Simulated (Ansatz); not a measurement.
The system is TiO2.

```
CELL_PARAMETERS angstrom
4.81270 0.00000 0.00000
0.00000 4.87188 0.00000
-0.86289 0.00000 4.96659
ATOMIC_POSITIONS crystal
Ti 0.27744 0.05281 0.21315
Ti 0.72256 0.55281 0.28685
Ti 0.72256 0.94719 0.78685
Ti 0.27744 0.44719 0.71315
O 0.06384 0.17697 0.85156
O 0.93616 0.67697 0.64844
O 0.93616 0.82303 0.14844
O 0.06384 0.32303 0.35156
O 0.44536 0.75763 0.46677
O 0.55464 0.25763 0.03323
O 0.55464 0.24237 0.53323
O 0.44536 0.74237 0.96677
```

The cell comes from a database or a generator and needn't be the stable form of this composition.

Base run:

```yaml
Program: Ansatz 0.2.0
Functional: r2SCAN
Potentials_or_basis: Ansatz PAW
Cutoff: "500 eV (not typed: the program's choice for these potentials)"
k_mesh: 6 × 6 × 6
Occupations: fermi-dirac, width 0.05 eV
Spin: no spin polarisation
```

Its results: band gap on the k mesh 2.66 eV, indirect (least direct gap 2.72 eV); pressure -1.5 GPa; largest force 0.118 eV/Å.

The run is repeated on the same cell with these changes: functional from r2SCAN to PBEsol; cutoff from 500 eV (not typed: the program's choice for these potentials) to 420 eV (not typed: the program's choice for these potentials); hubbard terms from none to Ti d U = 3 eV; hubbard projectors from none to ortho-atomic (the default). What comes out?

Band gap on the k mesh 2.58 eV, indirect (least direct gap 2.65 eV); pressure -0.8 GPa; largest force 0.155 eV/Å.

Several settings changed at once, so the effect can't be laid on one alone.

Caveats: the PAW data sets come from PBE, with cores solved anew for the run's functional, which leaves a small shift of forces and pressure.
